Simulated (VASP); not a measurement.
Wanted: the native input for a VASP 6.6.1 run.

| Property | Result |
| --- | --- |
| Task | single point |
| Functional | PBE |
| Potentials or basis | VASP PAW PBE potentials, release 64 (Bi_d, Te) |
| Cutoff | 520 eV |
| k mesh | 8 × 8 × 8 |
| Occupations | gaussian, width 0.05 eV |
| Spin | no spin polarisation |
| Dipole correction | no |
| Further INCAR settings | ALGO = Normal; EDIFF = 1e-06; NBANDS = 32 |

The structure of Bi2Te3 lies in POSCAR:

```
Bi2Te3
1.0
    2.2190754468      1.2811838065      9.8521003015
   -2.2190754468      1.2811838065      9.8521003015
    0.0000000000     -2.5623676131      9.8521003014
Bi Te
2 3
Direct
    0.8098375980      0.8098375980      0.8098375980
    0.4001617870      0.4001617870      0.4001617870
    0.6049993378      0.6049993378      0.6049993378
    0.2035120358      0.2035120358      0.2035120358
    0.0064892414      0.0064892414      0.0064892414
```

One way to write it, as run:

INCAR

```
PREC = Accurate
ENCUT = 520
EDIFF = 1E-6
ISMEAR = 0
SIGMA = 0.05
LREAL = False
LASPH = True
NELM = 100
ALGO = Normal
ISIF = 2
LWAVE = False
LCHARG = True
GGA = PE
LELF = True
LVHAR = True
NBANDS = 32
```

KPOINTS

```
regular mesh
0
Gamma
  8 8 8
```

Potentials or basis: VASP PAW PBE potentials, release 64 (Bi_d, Te).

Launch:

```console
$ cat potpaw_PBE.64/Bi_d/POTCAR potpaw_PBE.64/Te/POTCAR > POTCAR
$ mpirun -np 1 vasp_std > vasp.out
```

It gave:

```
Pressure               : 0.7 GPa
Largest force          : 0.014 eV/Å
Band gap on the k mesh : none (metal or under the smearing width)
```

Caveat: spin-orbit coupling is left out, which moves the levels of the heavy elements.

Wall time 15 min on 1 thread of Intel(R) Xeon(R) Platinum 8488C (Sapphire Rapids), on a shared host, peak memory 1.1 GiB.
